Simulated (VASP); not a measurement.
Given:

```
LiI
1.0
    0.00000     2.90247     2.90247
    2.90247     0.00000     2.90247
    2.90247     2.90247     0.00000
Li I
1 1
Direct
  0.00000   0.00000   0.00000
  0.50000   0.50000   0.50000
```

The numbers are results of LDA (Ceperley-Alder, Perdew-Zunger), VASP's LDA PAW potentials (set 64) (plane waves; VASP), not measurements. Numerical set-up: 520 eV cut-off, Gaussian smearing of 0.050 eV, potentials Li_sv I.

Unless said otherwise, spin-orbit coupling is left out, though it shifts the bands of the heavy elements here.

### Question
Give the energies of bands 3 to 8 at the high-symmetry points, in eV from the valence-band maximum.

### Answer

```
band      Γ      X      U      L      W
----  -----  -----  -----  -----  -----
3     -0.02  -3.48  -3.06  -3.52  -2.68
4     -0.02  -1.48  -2.36  -0.34  -2.68
5     -0.02  -1.48  -1.14  -0.34  -1.54
6      4.52   4.28   4.71   4.38   6.26
7      8.18   5.05   7.08   5.98   6.66
8      8.18  10.74   8.42   5.98   7.98
```

The gap is indirect, 4.28 eV, from the valence maximum at K-Γ at 0.71 to the conduction minimum at X.

Measured: gap 6.40 eV (computed value off by -2.12 eV), as given by Aguado et al., (1998), arXiv:cond-mat/9809176.

The compound is LiI in the rock salt structure. It was relaxed first, which changed the volume by -10 %.
